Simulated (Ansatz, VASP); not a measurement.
# B in VASP and in Ansatz

```
B
1.0
     0.00000    1.42309    1.42309
     1.42309    0.00000    1.42309
     1.42309    1.42309    0.00000
B
1
Direct
  0.00000 0.00000 0.00000
```

Alike in both runs: functional PBE; k mesh 22 × 22 × 22; occupations fermi-dirac, width 0.08 eV; no spin polarisation.

Ansatz relaxed the structure, and its values are those at the end. VASP's run is a single point on that final structure, the one shown.

```csv
,VASP,Ansatz
version,VASP 6.6.1,Ansatz 0.2.0
potentials or method,"VASP PAW PBE potentials, release 64 (B)","PAW with Ansatz's default frozen-core files, scalar-relativistic"
plane-wave cutoff (eV),520,420
valence electrons in the cell,3,3
```

|  | VASP | Ansatz | Ansatz less VASP |
| --- | --- | --- | --- |
| pressure (GPa) | 5.9 | 5.9 | -0.04 |
